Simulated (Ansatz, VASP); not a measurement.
Ba: VASP beside Ansatz

```xyz
1
Lattice="0.0000 3.1667 3.1667 3.1667 0.0000 3.1667 3.1667 3.1667 0.0000" Properties=species:S:1:pos:R:3 pbc="T T T"
Ba    0.0000    0.0000    0.0000
```

Change from the starting cell: volume scaled by 0.94.

Alike in both runs: task single point; functional PBE; k mesh 7 × 7 × 7; occupations fermi-dirac, width 0.05 eV; no spin polarisation.

|  | VASP | Ansatz |
| --- | --- | --- |
| version | VASP 6.6.1 | Ansatz 0.2.0 |
| potentials or method | VASP PAW PBE potentials, release 64 (Ba_sv) | Ansatz PAW |
| plane-wave cutoff (eV) | 520 | 420 |
| valence electrons in the cell | 10 | 10 |

```csv
,VASP,Ansatz,Ansatz less VASP
gap on the k mesh at the Fermi level (eV),none,none,-
pressure (GPa),0.2,0.2,-0.05
```

A gap of «none» marks a metal or a gap that the smearing closes.

Spin-orbit coupling is left out, which matters for the levels of Ba.
